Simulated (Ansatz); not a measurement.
Runs of Ansatz 0.2.0 on MgS. The structure is hexagonal, space group P6_3mc (No. 186). Conventional cell: a = 4.035 Å, b = 4.035 Å, c = 6.432 Å, α = 90.00°, β = 90.00°, γ = 120.00°. S (site symmetry 3m) is surrounded by 4 Mg at 2.45 to 2.47 Å. Mg (site symmetry 3m) has 4 S at 2.45 to 2.47 Å as nearest neighbours. The cell comes from a database or a generator and needn't be the stable form of this composition.

```csv
screening (1/Å),share of exact exchange,gap on the mesh (eV),pressure (GPa),largest force (eV/Å)
0.2,0.25,(a),0.0,0.05
0.3,0.25,4.29,0.1,0.05
0.2,0.3,4.75,-0.2,0.05
0.2,0.1,3.87,(b),0.05
0.1,0.25,4.83,0.0,0.05
0.2,0.15,4.08,0.5,0.05
0.15,0.25,4.66,0.0,0.05
```

Alike in all rows: task single point; level HSE06 form with a typed share of exact exchange; potentials or basis Ansatz PAW; no spin polarisation; cell as given; k mesh 4 × 4 × 2; cutoff (eV) 420; smearing fermi-dirac 0.05 eV; the mesh is coarse, so values aren't converged.

Question: Estimate the missing entries.

Answer: (a) 4.52; (b) 0.7.

Caveats: all runs use coarse meshes; the PAW data sets come from PBE, with cores solved anew for the run's functional, which leaves a small shift of forces and pressure; the thresholds are loose for stress.

